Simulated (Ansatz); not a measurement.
A relaxation computed with Ansatz, from input to last step.

```yaml
crystal:
  lattice:
    - [2.590739916, 0.0, 0.0]
    - [0.0, 2.590739916, 0.0]
    - [0.0, 0.0, 4.9789829309]
  atoms:
    - { symbol: Fe, position: [0.0, 0.0, 0.0], spin: 0.18 }
    - { symbol: Si, position: [0.5, 0.5, 0.2730281778] }
    - { symbol: Si, position: [0.5, 0.5, 0.7269718222] }
basis:
  ecutwfc: 500
kpoints:
  mp_grid: { grid: [16, 16, 8] }
hamiltonian:
  xc: r2scan
scf:
  occupations: { method: gaussian, width: 0.1 }
output:
  forces: true
  stress: true
  eigenvalues: true
  populations: true
magnetization:
  spin_polarized: true
relax:
  adjacent_minimum: "off"
  f_tol: 0.01
  max_steps: 30
  cell: { stress_tol: 0.1, fix: [volume] }
```

```bash
ansatz run input.yaml --threads 1 --pin off --max-ram 2560MiB --backend cpu --events-out ev --progress --plain --runs-dir out
```

Computed with DFT r2SCAN, scalar-relativistic, plane waves, PAW (Ansatz).

The volume is held at 0.91 times that of the relaxed cell.

Of 4 frames 3 are shown, positions in Å and forces in eV/Å; the SCF threshold varies from step to step. Steps run on the plane waves of an earlier cell, with a Pulay correction in the pressure. The basis is chosen afresh for the last frame, the zero of the energies, and at times for earlier ones too; energy and pressure can step there, also at an unchanged geometry. Where two frames share a geometry here, they differ by under 2 meV/atom and 0.3 GPa.

```xyz
3
Lattice="2.5907 0.0000 0.0000 0.0000 2.5907 0.0000 0.0000 0.0000 4.9790" Properties=species:S:1:pos:R:3:forces:R:3 pbc="T T T" step=1 free_energy_over_end_meV_per_atom=0.39 pressure_GPa=23.02
Fe    0.0000    0.0000    0.0000    0.0000    0.0000    0.0000
Si    1.2954    1.2954    1.3594    0.0000    0.0000    0.1595
Si    1.2954    1.2954    3.6196    0.0000    0.0000   -0.1595
3
Lattice="2.5875 0.0000 0.0000 0.0000 2.5875 0.0000 0.0000 0.0000 4.9913" Properties=species:S:1:pos:R:3:forces:R:3 pbc="T T T" step=2 free_energy_over_end_meV_per_atom=0.02 pressure_GPa=22.74
Fe    0.0000    0.0000    0.0000    0.0000    0.0000    0.0000
Si    1.2938    1.2938    1.3663    0.0000    0.0000    0.0379
Si    1.2938    1.2938    3.6249    0.0000    0.0000   -0.0379
3
Lattice="2.5869 0.0000 0.0000 0.0000 2.5869 0.0000 0.0000 0.0000 4.9936" Properties=species:S:1:pos:R:3:forces:R:3 pbc="T T T" step=4 free_energy_over_end_meV_per_atom=0.00 pressure_GPa=22.68
Fe    0.0000    0.0000    0.0000    0.0000    0.0000    0.0000
Si    1.2935    1.2935    1.3680    0.0000    0.0000    0.0004
Si    1.2935    1.2935    3.6256    0.0000    0.0000   -0.0004
```

The run took 3.2 min on 1 thread of Arm Neoverse V1 (shared host), peak memory 0.62 GiB.

The state reached may not be the lowest one.